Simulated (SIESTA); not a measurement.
**ZnO under changes of volume**

One of the cells (16.689 Å³/atom); the others are scaled copies at fixed shape and fractional positions:

```
Zn O
1.0
     3.28797    0.00000    0.00000
    -1.64398    2.84746    0.00000
     0.00000    0.00000    7.13044
Zn O
2 2
Direct
  0.00000 0.00000 0.25000
  0.00000 0.00000 0.75000
  0.66667 0.33333 0.75000
  0.33333 0.66667 0.25000
```

Measurements of this composition are mostly on another form, of space group No. 186.

```yaml
Program: SIESTA 5.4.2
Functional: PBEsol
Potentials_or_basis: PseudoDojo 0.4 standard (PBEsol files)
Basis: DZP (energy shift 0.003 Ry; two zetas on semicore shells)
Grid_cutoff: 800 Ry
Energy_shift: 0.003 Ry
k_mesh: 9 × 9 × 4
Occupations: fermi-dirac, width 0.05 eV
Spin: no spin polarisation
```

```tsv
volume (Å³/atom)	energy over the lowest point (meV/atom)	pressure (GPa)
15.688	1.63	2.0
16.022	0.00	-0.4
16.356	?	?
16.689	9.88	-4.0
17.023	20.16	-5.9
17.357	34.14	-7.4
17.691	50.82	-8.6
```

Task: What does the run at 16.356 Å³/atom give?

Result: Energy over the lowest point 3.16 meV/atom; pressure -2.4 GPa.

Worked out: A Birch-Murnaghan fit of order 3 (a polynomial in V^(-2/3)) to the other rows has its minimum at 15.97 Å³/atom with B0 = V·E''(V) = 104 GPa and B' = 3.9 at fixed shape and positions, which overstates the stiffness. It gives 2.91 meV/atom at 16.356 Å³/atom, against the run's 3.16, and -dE/dV = -2.4 GPa, against -2.4.

Energies are extrapolated to zero smearing.

Caveats: short orbitals over semicore shells can move pressures by several GPa; the basis of atomic orbitals isn't converged, which shifts pressures, moduli and gaps.
